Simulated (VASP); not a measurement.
# CoSi (P2_13) in VASP: relaxation of cell and atoms with PBE

Aim: the relaxation of cell and atoms of CoSi with PBE.

All numbers are computed with VASP 6.6.1; they aren't measurements. Logs are shortened: lines on timing, memory, paths and dates and some standing lists are left out, and cuts for length are marked.

### Step 1. Starting point

It takes space group P2_13 (No. 198, cubic). Conventional cell: a = 4.470 Å, b = 4.470 Å, c = 4.470 Å, α = 90.00°, β = 90.00°, γ = 90.00°. Around Co (site symmetry 3) lie 7 Si at 2.33 to 2.46 Å. Si (site symmetry 3) has 7 Co at 2.33 to 2.46 Å as nearest neighbours.

The cell was built by a generator and needn't be a form met in nature.

### Step 2. Relaxation of cell and atoms, PBE, collinear spin, ferromagnetic start

Input file INCAR:

```
ALGO = Fast ; EDIFF = 1E-4
EDIFFG = -0.08 ; ENCUT = 520
GGA = PE ; IBRION = 2
ISIF = 3 ; ISMEAR = 0
ISPIN = 2 ; LASPH = True
LCHARG = False ; LMAXMIX = 4
LORBIT = 11 ; LREAL = False
LWAVE = False ; MAGMOM = 2 2 2 2 0 0 0 0
NELM = 60 ; NSW = 24
PREC = Normal ; SIGMA = 0.15
```

Input file KPOINTS:

```
k-points
0
Gamma
  4 4 4
```

Input file POSCAR:

```
CoSi
1.0
    4.4700000000      0.0000000000      0.0000000000
    0.0000000000      4.4700000000      0.0000000000
    0.0000000000      0.0000000000      4.4700000000
Co Si
4 4
Direct
    0.1440000000      0.1440000000      0.1440000000
    0.6440000000      0.3560000000      0.8560000000
    0.8560000000      0.6440000000      0.3560000000
    0.3560000000      0.8560000000      0.6440000000
    0.8430000000      0.8430000000      0.8430000000
    0.3430000000      0.6570000000      0.1570000000
    0.1570000000      0.3430000000      0.6570000000
    0.6570000000      0.1570000000      0.3430000000
```

Potentials or basis: VASP PAW PBE potentials, release 64 (Co, Si).

Started as:

```
$ cat potpaw_PBE.64/Co/POTCAR potpaw_PBE.64/Si/POTCAR > POTCAR
$ mpirun -np 1 vasp_std > vasp.out
```

OUTCAR:

```text
EDIFF = 1E-4
   EDIFFG = -0.08
   ENCUT = 520
   GGA = PE
   IBRION = 2
   ISIF = 3
   ISMEAR = 0
   ISPIN = 2
   LASPH = True
   LORBIT = 11
   LREAL = False
   NELM = 60
   NSW = 24
   PREC = Normal

 ion  position               nearest neighbor table
   1  0.144  0.144  0.144-   5 2.33   6 2.35   7 2.35   8 2.35   6 2.46   7 2.46   8 2.46   3 2.75
                             4 2.75   2 2.75   4 2.75   3 2.75   2 2.75
   2  0.644  0.356  0.856-   6 2.33   5 2.35   7 2.35   8 2.35   7 2.46   8 2.46   5 2.46   1 2.75
                             3 2.75   3 2.75   4 2.75   4 2.75   1 2.75
   3  0.856  0.644  0.356-   7 2.33   6 2.35   5 2.35   8 2.35   8 2.46   5 2.46   6 2.46   1 2.75
                             2 2.75   2 2.75   1 2.75   4 2.75   4 2.75
   4  0.356  0.856  0.644-   8 2.33   6 2.35   7 2.35   5 2.35   6 2.46   7 2.46   5 2.46   1 2.75
                             1 2.75   2 2.75   2 2.75   3 2.75   3 2.75
   5  0.843  0.843  0.843-   1 2.33   2 2.35   3 2.35   4 2.35   2 2.46   3 2.46   4 2.46   6 2.77
                             7 2.77   8 2.77   8 2.77   7 2.77   6 2.77
   6  0.343  0.657  0.157-   2 2.33   1 2.35   3 2.35   4 2.35   3 2.46   4 2.46   1 2.46   8 2.77
                             5 2.77   7 2.77   7 2.77   8 2.77   5 2.77
   7  0.157  0.343  0.657-   3 2.33   2 2.35   1 2.35   4 2.35   4 2.46   1 2.46   2 2.46   8 2.77
                             5 2.77   6 2.77   5 2.77   6 2.77   8 2.77
   8  0.657  0.157  0.343-   4 2.33   2 2.35   3 2.35   1 2.35   2 2.46   3 2.46   1 2.46   7 2.77
                             5 2.77   5 2.77   6 2.77   6 2.77   7 2.77

  LATTYP: Found a simple cubic cell.
 ALAT       =     4.4700000000

  Lattice vectors:

 A1 = (   4.4700000000,   0.0000000000,   0.0000000000)
 A2 = (   0.0000000000,   4.4700000000,   0.0000000000)
 A3 = (   0.0000000000,   0.0000000000,   4.4700000000)

Analysis of symmetry for initial positions (statically):
=====================================================================
 Subroutine PRICEL returns:
 Original cell was already a primitive cell.

 Routine SETGRP: Setting up the symmetry group for a
 simple cubic supercell.

 Subroutine GETGRP returns: Found 12 space group operations
 (whereof  3 operations were pure point group operations)
 out of a pool of 48 trial point group operations.

The static configuration has the point symmetry C_3 .
 The point group associated with its full space group is T   .

Analysis of symmetry for dynamics (positions and initial velocities):
=====================================================================
 Subroutine PRICEL returns:
 Original cell was already a primitive cell.

 Routine SETGRP: Setting up the symmetry group for a
 simple cubic supercell.

 Subroutine GETGRP returns: Found 12 space group operations
 (whereof  3 operations were pure point group operations)
 out of a pool of 48 trial point group operations.

The dynamic configuration has the point symmetry C_3 .
 The point group associated with its full space group is T   .

Analysis of structural, dynamic, and magnetic symmetry:
[... 146 lines left out ...]
  volume of cell :       89.31
 maximum number of plane-waves:      2469
   NGX = 17   NGY = 17   NGZ = 17

--------------------------------------- Ionic step        1  -------------------------------------------

 number of electron      52.0000069 magnetization      -0.0811261

 number of electron      52.0000069 magnetization       0.0121189

 Free energy of the ion-electron system (eV)
  ---------------------------------------------------
  ext. energy  EPLUGINS =         0.00000000
  ---------------------------------------------------
  free energy    TOTEN  =       -54.72375364 eV

  energy without entropy =      -54.70440256  energy(sigma->0) =      -54.71407810

------------------------ aborting loop because EDIFF is reached ----------------------------------------

  FORCE on cell =-STRESS in cart. coord.  units (eV):
  Direction    XX          YY          ZZ          XY          YZ          ZX
  --------------------------------------------------------------------------------------
  -------------------------------------------------------------------------------------
  Total       -3.7518081     -3.7518081     -3.7518081     -0.0000000      0.0000000      0.0000000
  in kB      -67.3021016    -67.3021016    -67.3021016     -0.0000000      0.0000000      0.0000000
  external PRESSURE =     -67.3021016 kB  Pullay stress =       0.0000000 kB
[... 75 lines left out ...]
 number of electron      52.0000078 magnetization       0.0001254

 number of electron      52.0000078 magnetization      -0.0000363

 Free energy of the ion-electron system (eV)
  ---------------------------------------------------
  ext. energy  EPLUGINS =         0.00000000
  ---------------------------------------------------
  free energy    TOTEN  =       -54.76448072 eV

  energy without entropy =      -54.74621385  energy(sigma->0) =      -54.75534729

 E-fermi :  12.1178     XC(G=0): -12.8541

 val. band max:       12.0702037470   @ k =   0.0000   0.0000   0.0000
 cond. band min:      12.3321974916   @ k =   0.5000   0.5000   0.2500
 fundamental gap:      0.2619937445
 Fermi energy:        12.1177539149

 spin component 1

 k-point     1 :       0.0000    0.0000    0.0000
  band No.  band energies     occupation
      1      -1.5803      1.00000
      2       3.9064      1.00000
      3       3.9064      1.00000
      4       3.9064      1.00000
      5       6.6079      1.00000
      6       6.6079      1.00000
[... 407 lines left out ...]
     34      17.8219      0.00000
     35      17.8219      0.00000
 Fermi energy:        12.1177539149

 spin component 2

 k-point     1 :       0.0000    0.0000    0.0000
  band No.  band energies     occupation
      1      -1.5804      1.00000
      2       3.9063      1.00000
      3       3.9063      1.00000
      4       3.9063      1.00000
      5       6.6079      1.00000
      6       6.6079      1.00000
[... 442 lines left out ...]
  FREE ENERGIE OF THE ION-ELECTRON SYSTEM (eV)
  ---------------------------------------------------
  free  energy   TOTEN  =       -54.7644807198 eV

  energy  without entropy=      -54.7462138505  energy(sigma->0) =      -54.75534729

 reached required accuracy - stopping structural energy minimisation

 total charge

# of ion       s       p       d       tot
------------------------------------------
    1        0.435   0.614   7.565   8.614
    2        0.435   0.614   7.565   8.614
    3        0.435   0.614   7.565   8.614
    4        0.435   0.614   7.565   8.614
    5        0.726   0.882   0.000   1.608
    6        0.726   0.882   0.000   1.608
    7        0.726   0.882   0.000   1.608
    8        0.726   0.882   0.000   1.608
--------------------------------------------------
tot          4.643   5.986  30.260  40.889

 magnetization (x)

# of ion       s       p       d       tot
------------------------------------------
    1       -0.000  -0.000   0.000   0.000
    2       -0.000  -0.000   0.000   0.000
    3       -0.000  -0.000   0.000   0.000
    4       -0.000  -0.000   0.000   0.000
    5       -0.000  -0.000   0.000  -0.000
    6       -0.000  -0.000   0.000  -0.000
    7       -0.000  -0.000   0.000  -0.000
    8       -0.000  -0.000   0.000  -0.000
--------------------------------------------------
tot         -0.000  -0.000   0.000   0.000
```

CONTCAR:

```text
CoSi
   1.00000000000000
     4.4343847028947803   -0.0000000000000000    0.0000000000000000
    -0.0000000000000000    4.4343847028947803    0.0000000000000000
     0.0000000000000000    0.0000000000000000    4.4343847028947803
  Co              Si
     4     4
Direct
     0.1439893801931278    0.1439893801931278    0.1439893801931278
     0.6439893801931278    0.3560106198068722    0.8560106198068722
     0.8560106198068722    0.6439893801931278    0.3560106198068722
     0.3560106198068722    0.8560106198068722    0.6439893801931278
     0.8429615317020072    0.8429615317020072    0.8429615317020072
     0.3429615317020071    0.6570384682979928    0.1570384682979929
     0.1570384682979929    0.3429615317020071    0.6570384682979928
     0.6570384682979928    0.1570384682979929    0.3429615317020071

  0.00000000E+00  0.00000000E+00  0.00000000E+00
  0.00000000E+00  0.00000000E+00  0.00000000E+00
  0.00000000E+00  0.00000000E+00  0.00000000E+00
  0.00000000E+00  0.00000000E+00  0.00000000E+00
  0.00000000E+00  0.00000000E+00  0.00000000E+00
  0.00000000E+00  0.00000000E+00  0.00000000E+00
  0.00000000E+00  0.00000000E+00  0.00000000E+00
  0.00000000E+00  0.00000000E+00  0.00000000E+00
```

Wall time 56 s (1 thread of Intel Xeon 6975P-C (Granite Rapids), shared host); peak memory 0.2 GiB.

Results:

```yaml
Free_energy: -54.7645 eV
Relaxed_volume: 10.90 Å³/atom
Relaxed_cell: a = 4.434 Å, b = 4.434 Å, c = 4.434 Å, α = 90.00°, β = 90.00°, γ = 90.00°
Space_group_after_relaxing_to_0.05_Å: P2_13 (No. 198)
Energy_gained_by_relaxing: 5.1 meV/atom
Ionic_steps: 3
Pressure_after_relaxing: 0.1 GPa
Largest_force_after_relaxing: 0.053 eV/Å
Band_gap_on_the_k_mesh: none (metal or under the smearing width)
Net_moment: 0.00 μB per cell
Valence_electrons_inside_the_program's_atomic_spheres: Co 8.61; Si 1.61
```

Forces on the atoms (eV/Å):
```
Co   0.031  0.031  0.031
Co   0.031 -0.031 -0.031
Co  -0.031  0.031 -0.031
Co  -0.031 -0.031  0.031
Si   0.010  0.010  0.010
Si   0.010 -0.010 -0.010
Si  -0.010  0.010 -0.010
Si  -0.010 -0.010  0.010
```

Step by step:
| step | energy change (eV) | largest force (eV/Å) | pressure (GPa) | volume (Å³) |
| --- | --- | --- | --- | --- |
| 1 | 0.0000 | 0.0183 | -6.73 | 89.31 |
| 2 | 0.0729 | 0.1751 | 9.28 | 83.39 |
| 3 | -0.0407 | 0.0530 | 0.07 | 87.20 |

Final structure:
```cif
data_structure
_symmetry_space_group_name_H-M 'P 1'
_symmetry_Int_Tables_number 1
_cell_length_a 4.4344
_cell_length_b 4.4344
_cell_length_c 4.4344
_cell_angle_alpha 90.000
_cell_angle_beta 90.000
_cell_angle_gamma 90.000
_cell_volume 87.20
loop_
_atom_site_label
_atom_site_type_symbol
_atom_site_fract_x
_atom_site_fract_y
_atom_site_fract_z
_atom_site_occupancy
Co1 Co 0.14399 0.14399 0.14399 1
Co2 Co 0.64399 0.35601 0.85601 1
Co3 Co 0.85601 0.64399 0.35601 1
Co4 Co 0.35601 0.85601 0.64399 1
Si1 Si 0.84296 0.84296 0.84296 1
Si2 Si 0.34296 0.65704 0.15704 1
Si3 Si 0.15704 0.34296 0.65704 1
Si4 Si 0.65704 0.15704 0.34296 1
```

Caveat: the starting moments collapsed, and a magnetic state may lie lower; the relaxation stopped at a loose force limit of 0.08 eV/Å, so its end isn't a converged minimum.
